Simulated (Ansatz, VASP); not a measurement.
Given: the input of a run of Ansatz 0.2.0 on InP.

Contents of input.yaml:

```yaml
crystal:
  lattice:
    - [0.0, 2.9305, 2.9305]
    - [2.9305, 0.0, 2.9305]
    - [2.9305, 2.9305, 0.0]
  atoms:
    - { symbol: In, position: [0.0, 0.0, 0.0] }
    - { symbol: P, position: [0.75, 0.75, 0.75] }
hamiltonian:
  xc: revpbe
  pseudopotentials: { kind: paw }
kpoints:
  mp_grid: { grid: [8, 8, 8] }
scf:
  occupations: { method: fermi_dirac, width: 0.05 }
output:
  forces: true
  stress: true
relax:
  f_tol: 0.01
  max_steps: 40
  cell: { stress_tol: 0.05 }
```

Potentials or basis: Ansatz PAW.

Command:

```sh
$ ansatz run input.yaml --threads 2 --pin off --max-ram 5120MiB --backend cpu --events-out ev --progress --plain --runs-dir out
```

Translate it to VASP 6.6.1. Potentials there: VASP PAW PBE potentials, release 64 (In_d, P).

As run (the cutoff follows the program's own potentials):

File INCAR:

```
PREC = Accurate ; ENCUT = 600
EDIFF = 1E-7 ; ISMEAR = -1
SIGMA = 0.05 ; LREAL = False
LASPH = True ; NELM = 60
ALGO = Normal ; ISIF = 3
LWAVE = False ; LCHARG = False
GGA = RE ; IBRION = 2
NSW = 60 ; EDIFFG = -0.01
```

Contents of KPOINTS:

```
regular mesh
0
Gamma
  8 8 8
```

The input POSCAR:

```
InP
1.0
    0.0000000000      2.9305000000      2.9305000000
    2.9305000000      0.0000000000      2.9305000000
    2.9305000000      2.9305000000      0.0000000000
In P
1 1
Direct
    0.0000000000      0.0000000000      0.0000000000
    0.7500000000      0.7500000000      0.7500000000
```

Potentials or basis: VASP PAW PBE potentials, release 64 (In_d, P).

Command:

```bash
$ cat potpaw_PBE.64/In_d/POTCAR potpaw_PBE.64/P/POTCAR > POTCAR
$ mpirun -np 1 vasp_std > vasp.out
```

Both were run:

|  | VASP | Ansatz | Ansatz less VASP |
| --- | --- | --- | --- |
| relaxed volume (Å³/atom) | 26.99 | 27.03 | +0.041 |
| relaxed cell length with the largest relative difference (Å) | 4.242 | 4.244 | +0.0022 |
| energy change over the relaxation (meV/atom) | -25 | -25 | -0.4 |

Caveats: the PAW data sets were made with another functional, which shifts forces and pressure a little (VASP); the plane-wave basis is chosen anew once the cell has moved, so the energies of steps on either side of that aren't comparable (Ansatz); the PAW data sets come from PBE, with cores solved anew for the run's functional, which leaves a small shift of forces and pressure (Ansatz). Zero-point motion and thermal expansion aren't in these numbers. revPBE gives volumes clearly too large for solids.
